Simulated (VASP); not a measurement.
Set up this calculation in VASP 6.6.1, as the native input.

```yaml
Task: relaxation of cell and atoms
Functional: PBEsol
Potentials_or_basis: VASP PAW PBE potentials, release 64 (Si, Ni)
Cutoff: 600 eV
k_mesh: 12 × 12 × 12
Occupations: methfessel-paxton, width 0.1 eV
Spin: no spin polarisation
Further_INCAR_settings: ALGO = Normal; EDIFF = 1e-06; IBRION = 2; EDIFFG = -0.01; NSW = 90; ISIF = 3
```

The structure of Si2Ni lies in POSCAR:

```
Si2Ni
1.0
    0.0000000000      2.7030000000      2.7030000000
    2.7030000000      0.0000000000      2.7030000000
    2.7030000000      2.7030000000      0.0000000000
Si Ni
2 1
Direct
    0.2500000000      0.2500000000      0.2500000000
    0.7500000000      0.7500000000      0.7500000000
    0.0000000000      0.0000000000      0.0000000000
```

These files were run (other wordings do the same):

INCAR

```
ALGO     = Normal         # electronic algorithm
EDIFF    = 1E-6           # SCF threshold, eV
EDIFFG   = -0.01          # ionic threshold
ENCUT    = 600            # plane-wave cutoff, eV
GGA      = PS             # functional
IBRION   = 2              # ionic algorithm
ISIF     = 3              # what is computed and relaxed
ISMEAR   = 1              # smearing method
LASPH    = True           # aspherical terms in the spheres
LCHARG   = False          # write CHGCAR
LREAL    = False          # projectors in reciprocal space
LWAVE    = False          # write WAVECAR
NELM     = 80             # most SCF steps
NSW      = 90             # ionic steps
PREC     = Accurate       # precision mode
SIGMA    = 0.1            # smearing width, eV
```

KPOINTS

```
k-points
0
Gamma
  12 12 12
```

Potentials or basis: VASP PAW PBE potentials, release 64 (Si, Ni).

The run is started by

```console
$ cat potpaw_PBE.64/Si/POTCAR potpaw_PBE.64/Ni/POTCAR > POTCAR
$ mpirun -np 1 vasp_std > vasp.out
```

Results of the run:

| Item | Value |
| --- | --- |
| Relaxed volume | 13.04 Å³/atom |
| Relaxed cell | a = 3.811 Å, b = 3.811 Å, c = 3.811 Å, α = 60.00°, β = 60.00°, γ = 60.00° |
| Space group after relaxing (to 0.05 Å) | Fm-3m (No. 225) |
| Energy gained by relaxing | 0.6 meV/atom |
| Ionic steps | 3 |
| Pressure after relaxing | 0.0 GPa |
| Band gap on the k mesh | none (metal or under the smearing width) |

Caveat: the PAW data sets were made with another functional, which shifts forces and pressure a little.

It took 74 s on 1 thread of Intel(R) Xeon(R) Platinum 8488C (Sapphire Rapids) (shared host), peak memory 0.2 GiB.
